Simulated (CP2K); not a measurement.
# InP (F-43m) in CP2K: a series of runs, part 3 of 3

CP2K 2026.2. The steps go on from the part before.

## (4) Band structure, r2SCAN

File inp_bands.inp:

```
&GLOBAL
  PROJECT inp_bands
  RUN_TYPE ENERGY_FORCE
  PRINT_LEVEL LOW
&END GLOBAL
&FORCE_EVAL
  METHOD QS
  STRESS_TENSOR ANALYTICAL
  &DFT
    BASIS_SET_FILE_NAME BASIS_MOLOPT_UZH
    POTENTIAL_FILE_NAME POTENTIAL_UZH
    &MGRID
      CUTOFF 675
      REL_CUTOFF 60
      NGRIDS 4
    &END MGRID
    &QS
      METHOD GPW
      EPS_DEFAULT 1.0E-10
    &END QS
    &KPOINTS
      SCHEME MONKHORST-PACK 8 8 8
      GAMMA_CENTERED T
      SYMMETRY T
      SYMMETRY_BACKEND SPGLIB
    &END KPOINTS
    &SCF
      SCF_GUESS ATOMIC
      EPS_SCF 1.0E-6
      MAX_SCF 100
      ADDED_MOS 10
      CHOLESKY OFF
      EPS_EIGVAL 1.0E-7
      &DIAGONALIZATION ON
        ALGORITHM STANDARD
      &END DIAGONALIZATION
      &MIXING ON
        METHOD BROYDEN_MIXING
        ALPHA 0.4
        BETA 1.5
        NBUFFER 8
      &END MIXING
      &SMEAR ON
        METHOD FERMI_DIRAC
        ELECTRONIC_TEMPERATURE [K] 1160.452
      &END SMEAR
    &END SCF
    &XC
      &XC_FUNCTIONAL
        &MGGA_X_R2SCAN
        &END MGGA_X_R2SCAN
        &MGGA_C_R2SCAN
        &END MGGA_C_R2SCAN
      &END XC_FUNCTIONAL
    &END XC
    &PRINT
      &KPOINTS ON
      &END KPOINTS
      &MULLIKEN ON
      &END MULLIKEN
      &MO ON
        ENERGIES T
        OCCUPATION_NUMBERS T
        &EACH
          QS_SCF 0
        &END EACH
        ADD_LAST NUMERIC
      &END MO
      &BAND_STRUCTURE
        FILE_NAME bands.bs
        ADDED_MOS 2
        &KPOINT_SET
          UNITS B_VECTOR
          NPOINTS 6
          SPECIAL_POINT GAMMA 0.00000000 0.00000000 0.00000000
          SPECIAL_POINT X 0.50000000 0.00000000 0.50000000
          SPECIAL_POINT W 0.50000000 0.25000000 0.75000000
          SPECIAL_POINT K 0.37500000 0.37500000 0.75000000
          SPECIAL_POINT GAMMA 0.00000000 0.00000000 0.00000000
          SPECIAL_POINT L 0.50000000 0.50000000 0.50000000
          SPECIAL_POINT U 0.62500000 0.25000000 0.62500000
          SPECIAL_POINT W 0.50000000 0.25000000 0.75000000
          SPECIAL_POINT L 0.50000000 0.50000000 0.50000000
          SPECIAL_POINT K 0.37500000 0.37500000 0.75000000
        &END KPOINT_SET
        &KPOINT_SET
          UNITS B_VECTOR
          NPOINTS 6
          SPECIAL_POINT U 0.62500000 0.25000000 0.62500000
          SPECIAL_POINT X 0.50000000 0.00000000 0.50000000
        &END KPOINT_SET
      &END BAND_STRUCTURE
    &END PRINT
  &END DFT
  &SUBSYS
    &CELL
      A 4.1443528445 0.0000000000 0.0000000000
      B 2.0721764223 3.5891148456 0.0000000000
      C 2.0721764223 1.1963716152 3.3838499277
      PERIODIC XYZ
    &END CELL
    &COORD
      In  0.0000000000 0.0000000000 0.0000000000
      P   6.2165292668 3.5891148456 2.5378874458
    &END COORD
    &KIND In
      BASIS_SET TZVP-MOLOPT-SCAN-GTH-q13
      POTENTIAL GTH-SCAN-q13
    &END KIND
    &KIND P
      BASIS_SET TZVP-MOLOPT-SCAN-GTH-q5
      POTENTIAL GTH-SCAN-q5
    &END KIND
    &PRINT
      &ATOMIC_COORDINATES ON
      &END ATOMIC_COORDINATES
      &CELL ON
      &END CELL
      &SYMMETRY ON
      &END SYMMETRY
    &END PRINT
  &END SUBSYS
  &PRINT
    &FORCES ON
    &END FORCES
    &STRESS_TENSOR ON
    &END STRESS_TENSOR
  &END PRINT
&END FORCE_EVAL
```

Potentials or basis: POTENTIAL_UZH In GTH-SCAN-q13, P GTH-SCAN-q5; TZVP-MOLOPT-SCAN-GTH basis.

The run is started by

```sh
OMP_NUM_THREADS=1 cp2k.psmp -i inp_bands.inp -o inp_bands.out
```

inp_bands.out:

```text

 CP2K| version string:                                       CP2K version 2026.2
 CP2K| Input file name                                             inp_bands.inp

 GLOBAL| Force Environment number                                              1
 GLOBAL| Basis set file name                                    BASIS_MOLOPT_UZH
 GLOBAL| Potential file name                                       POTENTIAL_UZH
 GLOBAL| MM Potential file name                                     MM_POTENTIAL
 GLOBAL| Coordinate file name                                      __STD_INPUT__
 GLOBAL| Method name                                                        CP2K
 GLOBAL| Project name                                                  inp_bands
 GLOBAL| Run type                                                   ENERGY_FORCE
 GLOBAL| FFT library                                                       FFTW3
[... 5 lines left out ...]
 GLOBAL| Global print level                                                  LOW
 GLOBAL| Total number of message passing processes                             1
 GLOBAL| Number of threads for this process                                    1
 GLOBAL| CPU model name                                                  UNKNOWN

 CELL| Volume [angstrom^3]:                                            50.333273
 CELL| Vector a [angstrom]:       4.144     0.000     0.000   |a| =     4.144353
 CELL| Vector b [angstrom]:       2.072     3.589     0.000   |b| =     4.144353
 CELL| Vector c [angstrom]:       2.072     1.196     3.384   |c| =     4.144353
 CELL| Angle (b,c), alpha [degree]:                                    60.000000
 CELL| Angle (a,c), beta  [degree]:                                    60.000000
[... 528 lines left out ...]
 KPOINTS| Number of added MOs/bands                                            2
 KPOINTS| Number of k-points in set    1                                      55
 KPOINTS| In units of b-vector [2pi/Bohr]
 KPOINTS| Special point     1       GAMMA     0.000000     0.000000     0.000000
 KPOINTS| Special point     2           X     0.500000     0.000000     0.500000
 KPOINTS| Special point     3           W     0.500000     0.250000     0.750000
 KPOINTS| Special point     4           K     0.375000     0.375000     0.750000
 KPOINTS| Special point     5       GAMMA     0.000000     0.000000     0.000000
 KPOINTS| Special point     6           L     0.500000     0.500000     0.500000
 KPOINTS| Special point     7           U     0.625000     0.250000     0.625000
 KPOINTS| Special point     8           W     0.500000     0.250000     0.750000
 KPOINTS| Special point     9           L     0.500000     0.500000     0.500000
 KPOINTS| Special point    10           K     0.375000     0.375000     0.750000
 KPOINTS| Number of k-points in set    2                                       7
 KPOINTS| In units of b-vector [2pi/Bohr]
 KPOINTS| Special point     1           U     0.625000     0.250000     0.625000
 KPOINTS| Special point     2           X     0.500000     0.000000     0.500000

 ENERGY| Total FORCE_EVAL ( QS ) energy [hartree]            -62.512525041433058

 FORCES| Atomic forces [hartree/bohr]
 FORCES|   Atom     x               y               z               |f|
 FORCES|      1  5.31206147E-10 -1.65189387E-08 -1.65274532E-08   2.33733657E-08
 FORCES|      2 -6.85179304E-10  1.64584713E-08  1.64721640E-08   2.32955561E-08
 FORCES| Sum    -1.53973158E-10 -6.04674101E-11 -5.52891472E-11
 FORCES| Total atomic force                                       1.74415970E-10

 STRESS| Analytical stress tensor [bar]
 STRESS|                        x                   y                   z
 STRESS|      x        1.72838046482E+04  -2.00731988878E-02  -4.86235441243E-03
 STRESS|      y       -2.00731988878E-02   1.72836804190E+04   5.27056950472E-02
 STRESS|      z       -4.86235441243E-03   5.27056950472E-02   1.72839009482E+04
 STRESS| 1/3 Trace                                             1.72837953384E+04
 STRESS| Determinant                                           5.16318094448E+12

 STRESS| Eigenvectors and eigenvalues of the analytical stress tensor [bar]
 STRESS|                        1                   2                   3
 STRESS| Eigenvalues   1.72836659951E+04   1.72838063401E+04   1.72839136802E+04
 STRESS|      x           0.132589685432      0.987521392071     -0.084979265227
 STRESS|      y           0.967718463714     -0.110435501903      0.226550159803
 STRESS|      z          -0.214338401376      0.112274218416      0.970285292878
```

bands.bs:

```text
# Set 1: 10 special points, 55 k-points, 21 bands
#  Special point 1          0.00000000     0.00000000     0.00000000  GAMMA
#  Special point 2          0.50000000     0.00000000     0.50000000  X
#  Special point 3          0.50000000     0.25000000     0.75000000  W
#  Special point 4          0.37500000     0.37500000     0.75000000  K
#  Special point 5          0.00000000     0.00000000     0.00000000  GAMMA
[... 1272 lines left out ...]
#  Special point 2          0.50000000     0.00000000     0.50000000  X
#  Point 1      Spin 1:     0.62500000     0.25000000     0.62500000       0.14285714
#   Band    Energy [eV]     Occupation
       1   -10.19264848     2.00000000
       2    -9.92699374     2.00000000
       3    -9.91124297     2.00000000
       4    -9.85706583     2.00000000
       5    -9.80424104     2.00000000
       6    -4.94583798     2.00000000
[... 151 lines left out ...]
      20    25.36540041     0.00000000
      21    27.92103650     0.00000000
```

Wall time 2.6 min (1 thread of Arm Neoverse V2, shared host); peak memory 0.46 GiB.

What came out:

* Free energy: -1701.0523 eV
* Pressure: 1.7 GPa
* Band gap on the k mesh: 1.09 eV, direct
* Band gap along the path: 1.09 eV, direct
* Mulliken charges: In +0.86; P -0.86 e

Levels at the corners of the path, in eV from the valence-band top:
```csv
point,band 5,band 6,band 7,band 8,band 9,band 10,band 11,band 12,band 13,band 14
Γ,-14.44,-12.04,0.00,0.00,0.00,1.09,4.42,4.42,4.42,10.11
X,-14.40,-9.55,-5.94,-2.46,-2.46,2.07,2.58,9.95,10.35,10.35
W,-14.43,-9.47,-5.78,-3.10,-3.05,4.74,4.80,6.22,6.76,10.94
K,-14.42,-9.56,-5.79,-3.46,-2.06,2.69,4.84,8.25,8.34,8.95
Γ,-14.44,-12.04,0.00,0.00,0.00,1.09,4.42,4.42,4.42,10.11
L,-14.43,-10.23,-5.93,-1.04,-1.04,1.88,5.24,5.24,7.77,11.84
U,-14.42,-9.56,-5.79,-3.46,-2.06,2.69,4.84,8.25,8.34,8.95
W,-14.43,-9.47,-5.78,-3.10,-3.05,4.74,4.80,6.22,6.76,10.94
L,-14.43,-10.23,-5.93,-1.04,-1.04,1.88,5.24,5.24,7.77,11.84
K,-14.42,-9.56,-5.79,-3.46,-2.06,2.69,4.84,8.25,8.34,8.95
U,-14.42,-9.56,-5.79,-3.46,-2.06,2.69,4.84,8.25,8.34,8.95
X,-14.40,-9.55,-5.94,-2.46,-2.46,2.07,2.58,9.95,10.35,10.35
```

Caveat: Mulliken charges move with the basis; spin-orbit coupling is left out, which moves the levels of the heavy elements; the basis of atomic orbitals isn't converged, which shifts pressures, moduli and gaps.

## (5) Band structure, TB-mBJ

inp_bands.inp, as its differences from that of step 4:

```diff
@@ -2,3 +2,3 @@
   PROJECT inp_bands
-  RUN_TYPE ENERGY_FORCE
+  RUN_TYPE ENERGY
   PRINT_LEVEL LOW
@@ -7,3 +7,2 @@
   METHOD QS
-  STRESS_TENSOR ANALYTICAL
   &DFT
@@ -14,3 +13,3 @@
       REL_CUTOFF 60
-      NGRIDS 4
+      NGRIDS 5
     &END MGRID
@@ -44,3 +43,3 @@
         METHOD FERMI_DIRAC
-        ELECTRONIC_TEMPERATURE [K] 1160.452
+        ELECTRONIC_TEMPERATURE [K] 580.226
       &END SMEAR
@@ -49,6 +48,6 @@
       &XC_FUNCTIONAL
-        &MGGA_X_R2SCAN
-        &END MGGA_X_R2SCAN
-        &MGGA_C_R2SCAN
-        &END MGGA_C_R2SCAN
+        &MGGA_X_TB09
+        &END MGGA_X_TB09
+        &LDA_C_PW
+        &END LDA_C_PW
       &END XC_FUNCTIONAL
@@ -68,8 +67,13 @@
       &END MO
+      &LOWDIN ON
+      &END LOWDIN
+      &HIRSHFELD ON
+        SHAPE_FUNCTION DENSITY
+      &END HIRSHFELD
       &BAND_STRUCTURE
         FILE_NAME bands.bs
-        ADDED_MOS 2
+        ADDED_MOS 6
         &KPOINT_SET
           UNITS B_VECTOR
-          NPOINTS 6
+          NPOINTS 10
           SPECIAL_POINT GAMMA 0.00000000 0.00000000 0.00000000
@@ -87,3 +91,3 @@
           UNITS B_VECTOR
-          NPOINTS 6
+          NPOINTS 10
           SPECIAL_POINT U 0.62500000 0.25000000 0.62500000
@@ -106,8 +110,8 @@
     &KIND In
-      BASIS_SET TZVP-MOLOPT-SCAN-GTH-q13
-      POTENTIAL GTH-SCAN-q13
+      BASIS_SET TZVP-MOLOPT-PBE-GTH-q13
+      POTENTIAL GTH-PBE-q13
     &END KIND
     &KIND P
-      BASIS_SET TZVP-MOLOPT-SCAN-GTH-q5
-      POTENTIAL GTH-SCAN-q5
+      BASIS_SET TZVP-MOLOPT-PBE-GTH-q5
+      POTENTIAL GTH-PBE-q5
     &END KIND
@@ -118,4 +122,2 @@
       &END CELL
-      &SYMMETRY ON
-      &END SYMMETRY
     &END PRINT
@@ -125,4 +127,2 @@
     &END FORCES
-    &STRESS_TENSOR ON
-    &END STRESS_TENSOR
   &END PRINT
```

Potentials or basis: POTENTIAL_UZH In GTH-PBE-q13, P GTH-PBE-q5; TZVP-MOLOPT-PBE-GTH basis.

The run is started by

```sh
OMP_NUM_THREADS=1 cp2k.psmp -i inp_bands.inp -o inp_bands.out
```

It took 2.5 min on 1 thread of Arm Neoverse V2, shared host; peak memory 0.48 GiB.

It converged, with:

| Property | Result |
| --- | --- |
| Band gap on the k mesh | 0.81 eV, direct |
| Band gap along the path | 0.81 eV, direct |
| Mulliken charges | In +0.83; P -0.83 e |
| Hirshfeld charges | In +0.26; P -0.26 e |

Levels at the corners of the path, in eV from the valence-band top:
| point | band 7 | band 8 | band 9 | band 10 | band 11 | band 12 |
| --- | --- | --- | --- | --- | --- | --- |
| Γ | 0.00 | 0.00 | 0.00 | 0.81 | 3.92 | 3.92 |
| X | -6.00 | -2.54 | -2.54 | 1.96 | 2.40 | 9.40 |
| W | -5.90 | -3.14 | -3.07 | 4.40 | 4.56 | 5.69 |
| K | -5.88 | -3.48 | -2.14 | 2.51 | 4.51 | 7.76 |
| Γ | 0.00 | 0.00 | 0.00 | 0.81 | 3.92 | 3.92 |
| L | -5.98 | -1.11 | -1.11 | 1.56 | 4.86 | 4.86 |
| U | -5.88 | -3.48 | -2.14 | 2.51 | 4.51 | 7.76 |
| W | -5.90 | -3.14 | -3.07 | 4.40 | 4.56 | 5.69 |
| L | -5.98 | -1.11 | -1.11 | 1.56 | 4.86 | 4.86 |
| K | -5.88 | -3.48 | -2.14 | 2.51 | 4.51 | 7.76 |
| U | -5.88 | -3.48 | -2.14 | 2.51 | 4.51 | 7.76 |
| X | -6.00 | -2.54 | -2.54 | 1.96 | 2.40 | 9.40 |

Caveat: Mulliken charges move with the basis; this is a model potential without an energy functional, so only levels have meaning; the potentials were made for another functional, which shifts forces and pressure; spin-orbit coupling is left out, which moves the levels of the heavy elements; the basis of atomic orbitals isn't converged, which shifts pressures, moduli and gaps.

## (6) The runs side by side

| level | potentials or basis | smearing | EPS_DEFAULT | NGRIDS | points a segment of the path (NPOINTS) | bands added on the path | CUTOFF of the grids | gap on the mesh (eV) | pressure (GPa) |
| --- | --- | --- | --- | --- | --- | --- | --- | --- | --- |
| PBEsol | POTENTIAL_UZH In GTH-PBE-q13, P GTH-PBE-q5; TZVP-MOLOPT-PBE-GTH basis | fermi-dirac 0.1 eV | 1.0E-10 | 5 | 8 | 4 | 450 Ry | 0.59 | 1.6 |
| LDA | GTH_POTENTIALS In GTH-PADE-q13, P GTH-PADE-q5; TZVP-MOLOPT-PBE-GTH basis | fermi-dirac 0.0259 eV | 1.0E-9 | 5 | 8 | 4 | 450 Ry | 0.46 | -0.8 |
| r2SCAN | POTENTIAL_UZH In GTH-SCAN-q13, P GTH-SCAN-q5; TZVP-MOLOPT-SCAN-GTH basis | fermi-dirac 0.1 eV | 1.0E-10 | 4 | 6 | 2 | 675 Ry | 1.09 | 1.7 |
| TB-mBJ | POTENTIAL_UZH In GTH-PBE-q13, P GTH-PBE-q5; TZVP-MOLOPT-PBE-GTH basis | fermi-dirac 0.05 eV | 1.0E-10 | 5 | 10 | 6 | 675 Ry | 0.81 | - |

Alike in all rows: task band structure; no spin polarisation; cell as given; k mesh 8 × 8 × 8.

Caveats: spin-orbit coupling is left out, which moves the levels of the heavy elements; the basis of atomic orbitals isn't converged, which shifts pressures, moduli and gaps; the potentials were made for another functional, which shifts forces and pressure (some runs); this is a model potential without an energy functional, so only levels have meaning (some runs).

Absolute energies hang on the potentials; compare differences alone.

## (7) Comparison with measurements

Step 2. Against the measured gap of InP, 1.4236 eV (direct; 1.6 K; a printed reference work, data compilation), the calculated 0.59 eV is off by -0.83 eV. Spin-orbit coupling on In is left out. The value is that of PBEsol in an atomic basis (POTENTIAL_UZH In GTH-PBE-q13, P GTH-PBE-q5; TZVP-MOLOPT-PBE-GTH basis), whose error adds to the functional's,, without temperature or zero-point motion. Semilocal functionals fall short of measured gaps as a rule.

Step 3. Against the measured gap of InP, 1.4236 eV (direct; 1.6 K; a printed reference work, data compilation), the calculated 0.46 eV is off by -0.96 eV. Spin-orbit coupling on In is left out. The value is that of LDA in an atomic basis (GTH_POTENTIALS In GTH-PADE-q13, P GTH-PADE-q5; TZVP-MOLOPT-PBE-GTH basis), whose error adds to the functional's,, without temperature or zero-point motion. Semilocal functionals fall short of measured gaps as a rule.

Step 4. Against the measured gap of InP, 1.4236 eV (direct; 1.6 K; a printed reference work, data compilation), the calculated 1.09 eV is off by -0.34 eV. Spin-orbit coupling on In is left out. The value is that of r2SCAN in an atomic basis (POTENTIAL_UZH In GTH-SCAN-q13, P GTH-SCAN-q5; TZVP-MOLOPT-SCAN-GTH basis), whose error adds to the functional's,, without temperature or zero-point motion.

Step 5. A measured gap of InP is 1.4236 eV (direct; 1.6 K; a printed reference work, data compilation); the calculated 0.81 eV misses it by -0.62 eV. Spin-orbit coupling on In is left out. The value is that of TB-mBJ in an atomic basis (POTENTIAL_UZH In GTH-PBE-q13, P GTH-PBE-q5; TZVP-MOLOPT-PBE-GTH basis), whose error adds to the functional's,, without temperature or zero-point motion.
